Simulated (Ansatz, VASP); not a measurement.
# B108N107 (V_N): VASP beside Ansatz

One calculation is typed for both programs; each brings its own data sets. How far apart do they land? The cell is taken from a series of runs on this material, whose earlier steps may have relaxed, scaled, displaced or heated it; both programs get it as it stands.

Method: plane waves, with VASP 6.6.1 beside it; single point at LDA, in Ansatz 0.2.0.

## (1) Set-up

The cell holds 215 atoms: 108 B and 107 N. Its edges and angles: a = 10.742 Å, b = 10.742 Å, c = 10.742 Å, α = 90.0°, β = 90.0°, γ = 90.0°. It derives from BN (BN (F-43m)). Nearest the centre at fractional (0.417, 0.417, 0.583): B55 at 1.64 Å, B60 at 1.65 Å, B57 at 1.65 Å, B54 at 1.65 Å, N152 at 2.51 Å, N166 at 2.51 Å, N162 at 2.51 Å, N163 at 2.51 Å. The cell carries charge +1.

## (2) Ansatz: single point, LDA

Ansatz runs on norm-conserving files, of PseudoDojo where its log says so.

With cell and atoms fixed, the geometry can't cause a difference; cores, projectors, grids and the points listed under the comparison can.

The input, input.yaml:

```yaml
crystal:
  lattice:
    - [10.74168417, 0.0, 0.0]
    - [0.0, 0.0, -10.74168417]
    - [0.0, 10.74168417, 0.0]
  atoms:
    - { symbol: B, position: [8.00463e-06, -0.00051601816, 0.00054480978] }
    - { symbol: B, position: [0.00029829524, 0.16616232106, 0.1673054573] }
    - { symbol: B, position: [0.16673416443, -0.00036937124, 0.16724320731] }
    - { symbol: B, position: [0.16652088539, 0.16590398784, 0.00091139112] }
    - { symbol: "N", position: [0.08290380007, 0.08374525717, 0.24997795205] }
    - { symbol: "N", position: [0.08283741857, 0.2503577995, 0.08325248284] }
    - { symbol: "N", position: [0.2494861303, 0.08370015917, 0.08323113567] }
    - { symbol: "N", position: [0.24974486502, 0.25062641115, 0.2502829496] }
    - { symbol: B, position: [0.00027103752, -0.00037209687, 0.33371955685] }
    - { symbol: B, position: [0.00025994747, 0.1661800559, 0.50064287332] }
    - { symbol: B, position: [0.16708760207, -0.00038749914, 0.50065381292] }
    - { symbol: B, position: [0.16713727341, 0.16631952727, 0.33410407119] }
    - { symbol: "N", position: [0.08297620243, 0.08390703231, 0.58317724097] }
    - { symbol: "N", position: [0.08320857041, 0.25061846978, 0.41682939384] }
    - { symbol: "N", position: [0.24968920703, 0.08408970406, 0.41674617001] }
    - { symbol: "N", position: [0.25087896399, 0.25153660961, 0.58323913345] }
    - { symbol: B, position: [0.00018453461, -0.00064190129, 0.6673384025] }
    - { symbol: B, position: [-0.00023706641, 0.16592722171, 0.8341112199] }
    - { symbol: B, position: [0.16651855512, -0.00084571991, 0.8341524341] }
    - { symbol: B, position: [0.16591164746, 0.16549844056, 0.66804221875] }
    - { symbol: "N", position: [0.08272408196, 0.08361667924, 0.91649785947] }
    - { symbol: "N", position: [0.08285539143, 0.25032998884, 0.74978832069] }
    - { symbol: "N", position: [0.24949142344, 0.08378679293, 0.74980374206] }
    - { symbol: "N", position: [0.24948632082, 0.25032563257, 0.91633449792] }
    - { symbol: B, position: [0.00016056632, 0.3327245536, 0.00070042412] }
    - { symbol: B, position: [6.026103e-05, 0.49987000953, 0.16708048373] }
    - { symbol: B, position: [0.16708063188, 0.33288474793, 0.16719775653] }
    - { symbol: B, position: [0.16707142789, 0.49940713012, 0.00044680208] }
    - { symbol: "N", position: [0.08318313944, 0.41695049847, 0.25029886026] }
    - { symbol: "N", position: [0.08291354129, 0.58354704248, 0.08320329443] }
    - { symbol: "N", position: [0.24949466088, 0.41699679416, 0.08314863771] }
    - { symbol: "N", position: [0.24963171876, 0.58342560177, 0.25018740817] }
    - { symbol: B, position: [0.00018383784, 0.3328637543, 0.33407649628] }
    - { symbol: B, position: [-0.00035288733, 0.49947532793, 0.50059515602] }
    - { symbol: B, position: [0.16618671356, 0.33330673062, 0.50075709788] }
    - { symbol: B, position: [0.16581564731, 0.50063704293, 0.33285368317] }
    - { symbol: "N", position: [0.08292719779, 0.41692824224, 0.58322337748] }
    - { symbol: "N", position: [0.08309248927, 0.58340916009, 0.41673353755] }
    - { symbol: "N", position: [0.25108366018, 0.41678371683, 0.41814326746] }
    - { symbol: "N", position: [0.25106595929, 0.58195924566, 0.58335203021] }
    - { symbol: B, position: [-0.00025150063, 0.332730561, 0.66731623782] }
    - { symbol: B, position: [0.00024314774, 0.4994212714, 0.83387521329] }
    - { symbol: B, position: [0.1658840254, 0.33203027765, 0.83457325855] }
    - { symbol: B, position: [0.16618346208, 0.49934422383, 0.66678982759] }
    - { symbol: "N", position: [0.08296897422, 0.41695797892, 0.91622029971] }
    - { symbol: "N", position: [0.08319563714, 0.58332271235, 0.74951721667] }
    - { symbol: "N", position: [0.2508499492, 0.41692421965, 0.74857734894] }
    - { symbol: "N", position: [0.24967196339, 0.58338849429, 0.91604783075] }
    - { symbol: B, position: [0.00026196246, 0.66634674549, 0.00044117928] }
    - { symbol: B, position: [-4.234915e-05, 0.83310395854, 0.16693748758] }
    - { symbol: B, position: [0.16646641235, 0.66660390847, 0.16662065289] }
    - { symbol: B, position: [0.16671190864, 0.83280455903, 0.00042541095] }
    - { symbol: "N", position: [0.08290821942, 0.7501451568, 0.24997971045] }
    - { symbol: "N", position: [0.08282231946, 0.91688929175, 0.08322219966] }
    - { symbol: "N", position: [0.24950601126, 0.75014782933, 0.0831871012] }
    - { symbol: "N", position: [0.24951621578, 0.91693929048, 0.24996863201] }
    - { symbol: B, position: [-0.00037725603, 0.66658158035, 0.33348056675] }
    - { symbol: B, position: [6.934252e-05, 0.8329914732, 0.50018545869] }
    - { symbol: B, position: [0.16580263462, 0.66724177975, 0.49944504138] }
    - { symbol: B, position: [0.16647879256, 0.83343952428, 0.33345751067] }
    - { symbol: "N", position: [0.0831761156, 0.74985472384, 0.58317679114] }
    - { symbol: "N", position: [0.0829091474, 0.9169374829, 0.41658516345] }
[... 33 lines left out ...]
    - { symbol: "N", position: [0.58254553685, 0.08403591974, 0.74959024299] }
    - { symbol: "N", position: [0.58252221109, 0.25051509837, 0.91608192292] }
    - { symbol: B, position: [0.33352312512, 0.3327495524, 0.00071805256] }
    - { symbol: B, position: [0.33358483761, 0.49948555124, 0.16666612925] }
    - { symbol: B, position: [0.50032619746, 0.33272670913, 0.1667452789] }
    - { symbol: B, position: [0.50031766939, 0.49954072478, 0.00073579767] }
    - { symbol: "N", position: [0.41614808008, 0.41691786169, 0.25000409447] }
    - { symbol: "N", position: [0.41606389701, 0.58357746862, 0.08314235373] }
    - { symbol: "N", position: [0.58266381644, 0.41697013568, 0.08309071485] }
    - { symbol: "N", position: [0.58244419891, 0.58331658567, 0.25027785829] }
    - { symbol: B, position: [0.33376542525, 0.33330189416, 0.3332221934] }
    - { symbol: B, position: [0.32787515443, 0.50514991984, 0.49489190976] }
    - { symbol: B, position: [0.50485508796, 0.32825113281, 0.49495647405] }
    - { symbol: B, position: [0.49977247177, 0.4992950861, 0.33322107268] }
    - { symbol: "N", position: [0.41627083728, 0.58196449922, 0.41813199956] }
    - { symbol: "N", position: [0.58155396553, 0.41688465055, 0.41788122765] }
    - { symbol: "N", position: [0.58152164659, 0.5822041217, 0.58324187695] }
    - { symbol: B, position: [0.32792218618, 0.32822318002, 0.67184026828] }
    - { symbol: B, position: [0.33373736139, 0.49933509721, 0.83408778583] }
    - { symbol: B, position: [0.49962527339, 0.33339673046, 0.83395914938] }
    - { symbol: B, position: [0.50486770831, 0.5051742585, 0.67189985069] }
    - { symbol: "N", position: [0.41612413004, 0.41695187892, 0.91630283429] }
    - { symbol: "N", position: [0.41613291321, 0.58221486375, 0.74860095697] }
    - { symbol: "N", position: [0.58154787834, 0.41663221088, 0.74860692789] }
    - { symbol: "N", position: [0.58274942837, 0.58358155881, 0.91635733186] }
    - { symbol: B, position: [0.33365971679, 0.6659942671, 0.000441456] }
    - { symbol: B, position: [0.33318260022, 0.83299727333, 0.16704832391] }
    - { symbol: B, position: [0.50017977693, 0.6659807307, 0.16718657186] }
    - { symbol: B, position: [0.50031805861, 0.83288103034, 0.00066698662] }
    - { symbol: "N", position: [0.41610156416, 0.74987287706, 0.2502596243] }
    - { symbol: "N", position: [0.41612942296, 0.91692725233, 0.08319655144] }
    - { symbol: "N", position: [0.58270465535, 0.75022442466, 0.08323332098] }
    - { symbol: "N", position: [0.5827242152, 0.91688745104, 0.24988748599] }
    - { symbol: B, position: [0.33240538671, 0.66722893719, 0.33285529187] }
    - { symbol: B, position: [0.33359807393, 0.83342303713, 0.50056089338] }
    - { symbol: B, position: [0.49978012948, 0.66686856605, 0.50077491431] }
    - { symbol: B, position: [0.50020196576, 0.83288633387, 0.33405655826] }
    - { symbol: "N", position: [0.41613994412, 0.75013361411, 0.58320646737] }
    - { symbol: "N", position: [0.41608972984, 0.9169944799, 0.4165401898] }
    - { symbol: "N", position: [0.58245614248, 0.74985733961, 0.41681676547] }
    - { symbol: "N", position: [0.58268586327, 0.91703862524, 0.58313076977] }
    - { symbol: B, position: [0.33374075047, 0.66688739386, 0.66680228639] }
    - { symbol: B, position: [0.33363657023, 0.83283183874, 0.83384943524] }
    - { symbol: B, position: [0.50104497255, 0.66718030491, 0.83459476973] }
    - { symbol: B, position: [0.50033223089, 0.83332622077, 0.66729903333] }
    - { symbol: "N", position: [0.41609736361, 0.75009516615, 0.91620633704] }
    - { symbol: "N", position: [0.41607493637, 0.91705235246, 0.74972277124] }
    - { symbol: "N", position: [0.58272704694, 0.75021226359, 0.74979771113] }
    - { symbol: "N", position: [0.58272415298, 0.91709545702, 0.91638602044] }
    - { symbol: B, position: [0.66679445225, -0.00040071505, 0.00042637009] }
    - { symbol: B, position: [0.66712186732, 0.16593619308, 0.16676506111] }
    - { symbol: B, position: [0.83355399348, -0.00049894035, 0.16701221662] }
    - { symbol: B, position: [0.83343590157, 0.1662302926, 0.00045091246] }
    - { symbol: "N", position: [0.74946419539, 0.08360645476, 0.24976953764] }
    - { symbol: "N", position: [0.74932872452, 0.25031571632, 0.0830345578] }
    - { symbol: "N", position: [0.91609439625, 0.08363478451, 0.08316314515] }
    - { symbol: "N", position: [0.91617233447, 0.25033744175, 0.24992107742] }
    - { symbol: B, position: [0.66718081296, -0.00085172421, 0.33351289955] }
    - { symbol: B, position: [0.66745785415, 0.16561123909, 0.49932737059] }
    - { symbol: B, position: [0.83367547752, -0.00061077617, 0.50013193304] }
    - { symbol: B, position: [0.83392451211, 0.16588701406, 0.3335252085] }
    - { symbol: "N", position: [0.74920071887, 0.08385026321, 0.58322334046] }
    - { symbol: "N", position: [0.74930511488, 0.25029193162, 0.41653331221] }
    - { symbol: "N", position: [0.91619504862, 0.08368244656, 0.41653955297] }
    - { symbol: "N", position: [0.91602654129, 0.25037707879, 0.5831474561] }
    - { symbol: B, position: [0.6667922547, -0.0004164861, 0.66698118522] }
    - { symbol: B, position: [0.66658659895, 0.16643867037, 0.83358532772] }
    - { symbol: B, position: [0.83344832368, -0.00041426783, 0.83379597968] }
    - { symbol: B, position: [0.83347443882, 0.16624292779, 0.66700641183] }
    - { symbol: "N", position: [0.74928784121, 0.08373785663, 0.91635191236] }
    - { symbol: "N", position: [0.74900683344, 0.25049224166, 0.7496091225] }
    - { symbol: "N", position: [0.91596515618, 0.08369647328, 0.74977683168] }
    - { symbol: "N", position: [0.91595512728, 0.25032783748, 0.91640745234] }
    - { symbol: B, position: [0.66676109132, 0.33302543447, 0.00046967971] }
    - { symbol: B, position: [0.66686556217, 0.49938864954, 0.1672650873] }
    - { symbol: B, position: [0.83367321449, 0.33271653187, 0.16720586569] }
    - { symbol: B, position: [0.83364364624, 0.49990577904, 0.00067983577] }
    - { symbol: "N", position: [0.74915362821, 0.416930549, 0.25005075539] }
    - { symbol: "N", position: [0.74936287204, 0.58356060746, 0.08325638198] }
    - { symbol: "N", position: [0.91613332015, 0.41692444621, 0.08323508107] }
    - { symbol: "N", position: [0.91611625579, 0.58353202689, 0.25000014095] }
    - { symbol: B, position: [0.66757011133, 0.33199952956, 0.33293341593] }
    - { symbol: B, position: [0.66708782588, 0.49928846768, 0.50077298431] }
    - { symbol: B, position: [0.83372657759, 0.33272260322, 0.50051723049] }
    - { symbol: B, position: [0.83345125039, 0.4993646504, 0.33409394953] }
    - { symbol: "N", position: [0.74923038892, 0.41693382959, 0.58319724325] }
    - { symbol: "N", position: [0.74898048535, 0.58338329101, 0.4167674428] }
    - { symbol: "N", position: [0.91605773065, 0.41697280007, 0.4165833498] }
    - { symbol: "N", position: [0.91605313253, 0.58356503748, 0.58316844177] }
    - { symbol: B, position: [0.66695357488, 0.3333890742, 0.6666535594] }
    - { symbol: B, position: [0.66745712009, 0.50073493181, 0.83446473421] }
    - { symbol: B, position: [0.83345123288, 0.33301589207, 0.83378178404] }
    - { symbol: B, position: [0.83372212634, 0.49952701489, 0.66732454137] }
    - { symbol: "N", position: [0.74916623892, 0.41686804624, 0.91626299726] }
    - { symbol: "N", position: [0.74928467551, 0.58358230806, 0.74984218484] }
    - { symbol: "N", position: [0.91601331514, 0.41697822582, 0.74975449036] }
    - { symbol: "N", position: [0.91616966589, 0.5835773793, 0.91645427281] }
    - { symbol: B, position: [0.66715799875, 0.66651634649, 0.0009137045] }
    - { symbol: B, position: [0.66689460357, 0.83275558104, 0.16728823444] }
    - { symbol: B, position: [0.8334341755, 0.66631604392, 0.16726576809] }
    - { symbol: B, position: [0.83355697872, 0.83303783101, 0.00055231318] }
    - { symbol: "N", position: [0.74931789059, 0.75014988318, 0.24997230627] }
    - { symbol: "N", position: [0.74941403177, 0.91695296035, 0.08314974503] }
    - { symbol: "N", position: [0.91615891329, 0.75022224024, 0.08323507749] }
    - { symbol: "N", position: [0.91616558866, 0.9168904368, 0.24988915968] }
    - { symbol: B, position: [0.66675938177, 0.66593164328, 0.33411841927] }
    - { symbol: B, position: [0.66689020849, 0.83281619431, 0.5006380018] }
    - { symbol: B, position: [0.83345706919, 0.66596896675, 0.50068250929] }
    - { symbol: B, position: [0.83344374071, 0.83278786663, 0.33371480097] }
    - { symbol: "N", position: [0.74914733468, 0.75007984951, 0.58319395219] }
    - { symbol: "N", position: [0.74938716897, 0.91687114366, 0.41653029267] }
    - { symbol: "N", position: [0.91611953457, 0.75013371813, 0.41659457208] }
    - { symbol: "N", position: [0.91614217943, 0.91689795806, 0.58319334143] }
    - { symbol: B, position: [0.66757389115, 0.66714442009, 0.66806754879] }
    - { symbol: B, position: [0.66711820446, 0.83327610464, 0.83409887478] }
    - { symbol: B, position: [0.83392333959, 0.66653432894, 0.83417372382] }
    - { symbol: B, position: [0.83369178147, 0.83286969665, 0.66734118092] }
    - { symbol: "N", position: [0.74943917198, 0.7503254838, 0.91651011017] }
    - { symbol: "N", position: [0.74933906228, 0.9170736901, 0.74977519905] }
    - { symbol: "N", position: [0.91615521918, 0.75021201321, 0.74978714976] }
    - { symbol: "N", position: [0.91608817042, 0.91694397369, 0.91647199993] }
  symmetry: { detect: false }
total_charge: 1
basis:
  xc_grid: 2
  ecutwfc: 820
hamiltonian:
  xc: lda
  pseudopotentials: { kind: nc }
kpoints:
  mp_grid: { grid: [1, 1, 1] }
scf:
  occupations: { method: fermi_dirac, width: 0.01 }
  max_iter: 120
  lower_state_search: "off"
  n_extra_bands: 109
  convergence: { dr2_threshold: "1.0e-12 eV" }
output:
  orbitals: { bands: [v30, c30], seedname: "../cc2.nc2" }
checkpoint:
  read: "../cc2.nc0.run"
  write: "../cc2.nc2.run"
  compress: false
  write_wavefunctions: false
  write_every: 100000
```

Command:

```sh
$ ansatz run input.yaml --threads 12 --pin off --max-ram 56524MiB --backend cuda --events-out ev --progress --plain --runs-dir out
```

The log of the run:

```text
Warning: basis.ecutwfc = 820 eV is below the records' recommended 1142.878222 eV, and the density's cutoff is lower with it unless basis.ecutrho_ratio is high enough to keep the records' density cutof [...]
Warning: checkpoint.read: the run can stay near the saved state's solution: 215 site(s) moved relative to the saved geometry (max |Δs| = 6.176e-4 fractional); the SCF starts from the saved state under [...]
[...]
Engine: ansatz 0.2.0, aarch64-unknown-linux-gnu
[...]
Pseudopotential: B, nc, valence charge 3, recommended cutoff 1034.032677 eV (normal), B.nc.azcp (PseudoDojo's, or run here from an input of PseudoDojo's: the run reads no file of this project's for it [...]
Pseudopotential: N, nc, valence charge 5, recommended cutoff 1142.878222 eV (normal), N.nc.azcp (PseudoDojo's, or run here from an input of PseudoDojo's: the run reads no file of this project's for it [...]
Functional definition: SPW92
[...]
Crystal: 215 atoms, lattice volume = 1239.416 Å³
Basis set: ecut = 820 eV, 66299 PW (Γ), exchange–correlation on 216×216×216 points (8 copies of the dense FFT grid, shifted against one another)
Bands: 538, of which v1, the nominal top of the filled ones, is band 429 counted from 1 (428 counted from 0)
[...]
SCF iter  10: F=-39172.611558 eV  HF=-39172.611558 eV  |F-HF|=7.28e-12  |Δ(HF+E_count)|=  2.18e-11  Δρ=6.01e-9  dr2=3.36e-13  ethr=1.00e-12  ⟨swp⟩=17.0  Hψ=3330  notcnv=0
Converged-ψ floor refinement (derivative, response, wavefunction or occupation consumer): ⟨swp⟩=12.0  Hψ=1853  notcnv=0
SCF 1 converged in 10 iterations: F = -39172.611558 eV  dr2 = 3.36e-13
SCF converged after 10 iterations
Free energy (F): -39172.611558 eV
[...]
Fermi energy:    13.509492 eV
--- Per-component energies (eV) ---
[...]
--- Band table (eV) ---
[...]
```

(Part 1 of 2 ends here.)

[Lines on the potential files, build, host, timing and source positions are cut from VASP's logs without a mark.]

[Logs are printed without paths, hosts, clocks, repeated set-up lines and the standing remarks that a program may print on its own settings, such as how far it seeks lower states.]

[Hosts, paths, dates, database ids (printed as entryN), source tags and the programs' standing remarks are cut or masked in the printed files.]
